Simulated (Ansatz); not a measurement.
Crystal: ZrS2.

```xyz
3
Lattice="3.6914 0.0000 0.0000 -1.8457 3.1968 0.0000 0.0000 0.0000 6.0411" Properties=species:S:1:pos:R:3 pbc="T T T"
Zr    0.0000    0.0000    0.0000
S     0.0000    2.1312    1.4372
S     1.8457    1.0656    4.6038
```

The cell is a database's computed one.

Base run:

| Property | Result |
| --- | --- |
| Program | Ansatz 0.2.0 |
| Functional | RPBE |
| Potentials or basis | Ansatz PAW |
| Cutoff | 420 eV |
| Density cutoff | 1680 eV |
| k mesh | 8 × 8 × 5 |
| Occupations | fermi-dirac, width 0.05 eV |
| Spin | no spin polarisation |

Its results: band gap on the k mesh 1.11 eV, indirect (least direct gap 1.68 eV); pressure 2.6 GPa; largest force 0.126 eV/Å.

Q: After a change of settings the same cell gave: band gap on the k mesh 1.09 eV, indirect (least direct gap 1.63 eV); pressure 4.2 GPa; largest force 0.275 eV/Å. Which change was it?
A. functional from RPBE to PBEsol; occupations from fermi-dirac, width 0.05 eV to gaussian, width 0.05 eV
B. functional from RPBE to PBE; potentials or basis from Ansatz PAW to JTH PAW; cutoff from 420 eV to 990 eV; density cutoff from 1680 eV to 3960 eV
C. functional from RPBE to BLYP
D. functional from RPBE to PBE; potentials or basis from Ansatz PAW to Ansatz PAW earlier set; cutoff from 420 eV to 580 eV; density cutoff from 1680 eV to 2320 eV

A: C.

Caveats: the potentials were made for another functional, which shifts forces and pressure; this functional lacks dispersion, which binds the layers, so the pressure and a relaxed spacing across them are unreliable; the PAW data sets come from PBE, with cores solved anew for the run's functional, which leaves a small shift of forces and pressure.

Not every run made on this cell is shown here.
